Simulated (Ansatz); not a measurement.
## fluorite-structured CaF2

**The experiment.** The Crystallography Open Database holds a measured cell of cubic CaF2 (space group Fm-3m) at 100 K (2020, doi:10.1039/d0sc05526c): a = 5.451 Å, 13.50 Å³/atom.

Method: PBEsol, scalar-relativistic; no spin polarisation; PAW, 420 eV, 10×10×10 k-mesh, Gaussian smearing of 0.05 eV; code Ansatz. The datasets are Ansatz's generated set soft_2.

```xyz
3
Lattice="0.0000 2.7102 2.7102 2.7102 0.0000 2.7102 2.7102 2.7102 0.0000" Properties=species:S:1:pos:R:3 pbc="T T T"
Ca    0.0000    0.0000    0.0000
F     1.3551    1.3551    1.3551
F     4.0654    4.0654    4.0654
```

The start was a prototype's sites filled with these elements; the Crystallography Open Database holds the compound in this structure.

The cell above was scaled in volume, its shape and atoms being fixed by the lattice's symmetry. Energies are counted from the cell above.

The cell is relaxed to zero pressure at this level.

```json
{"V (Å³/atom)": "12.74", "ΔE (meV/atom)": "6.2", "P (GPa)": "3.9", "gap on the mesh (eV)": "7.49"}
{"V (Å³/atom)": "13.01", "ΔE (meV/atom)": "?", "P (GPa)": "?", "gap on the mesh (eV)": "?"}
{"V (Å³/atom)": "13.27", "ΔE (meV/atom)": "0.0", "P (GPa)": "0.0", "gap on the mesh (eV)": "7.25"}
{"V (Å³/atom)": "13.54", "ΔE (meV/atom)": "1.4", "P (GPa)": "-1.6", "gap on the mesh (eV)": "7.13"}
{"V (Å³/atom)": "13.80", "ΔE (meV/atom)": "5.3", "P (GPa)": "-3.1", "gap on the mesh (eV)": "7.02"}
```

(1) Fill in the withheld row.

(2) What do the points give for the equilibrium volume, the bulk modulus and its pressure derivative (third-order Birch–Murnaghan)?

Answers:

(1) ΔE (meV/atom): 1.5, P (GPa): 1.8, gap on the mesh (eV): 7.37.

(2) V0 = 13.27 Å³/atom, B0 = 86 GPa, B0′ = 4.3.

B0·V0 = 86.3 GPa × 13.27 Å³ = 7.15 eV/atom sets the scale: near the minimum ΔE ≈ ½ B0 V0 x², with x = V/V0 − 1, and a pressure of 0.9 GPa squeezes the volume by about 1 %. At the ends of the curve: x = −4.0 % predicts 5.7 meV/atom and the run gives 6.2; x = +4.0 % predicts 5.7 meV/atom and the run gives 5.3. The curve is steeper than the parabola on the compressed side and flatter on the expanded side: the bulk modulus rises with pressure.

**Against experiment.** PBEsol gives 5.420 Å and 13.27 Å³/atom, −1.7 % in volume (−0.6 % in length) from the database's cell. PBEsol was built to cure PBE's overestimate of volumes, and the static lattice lacks thermal expansion.

Kohn–Sham gaps of semilocal functionals lie under measured ones, often by a third or more.
